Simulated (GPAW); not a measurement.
Li in GPAW: convergence with plane-wave cutoff (eV)

Crystal: Li.

```
Li
1.0
     0.00000    2.20200    2.20200
     2.20200    0.00000    2.20200
     2.20200    2.20200    0.00000
Li
1
Direct
  0.00000 0.00000 0.00000
```

This isn't the form of Li at room conditions, which is bcc.

| Quantity | Value |
| --- | --- |
| Program | GPAW 26.7.0 |
| Task | convergence study |
| Functional | PBE |
| Potentials or basis | GPAW PAW data sets (gpaw-data 1.2.1) |
| Cutoff | 300 eV |
| Basis | pw |
| k mesh | 10 × 10 × 10 |
| Occupations | fermi-dirac, width 0.05 eV |
| Spin | no spin polarisation |

These are the settings of the first run; the series varies plane-wave cutoff (eV), with any setting tied to it.

Hardware: 1 thread of Arm Neoverse V2, with other jobs on the host.

```
plane-wave cutoff (eV)  energy less the tightest run, at zero smearing (meV/atom)  SCF cycles  CPU time (s)  peak memory (GiB)
                   300                                                       0.27           8           2.2               0.11
                   350                                                       0.24           8           2.2               0.11
                   400                                                       0.19           8           2.4               0.12
                   500                                                       0.07           8           3.5               0.12
                   600                                                       0.06           8           3.6               0.12
                   700                                                       0.04           8           3.4               0.13
                   800                                                       0.02           8           4.8               0.13
                  1000                                                       0.00           8           5.7               0.14
                  1200                                                       0.00           8           5.8               0.15
```

Against the tightest run, the energy stays within 1 meV/atom from 300 on. The tightest run that finished is the yardstick and may itself not be fully converged.
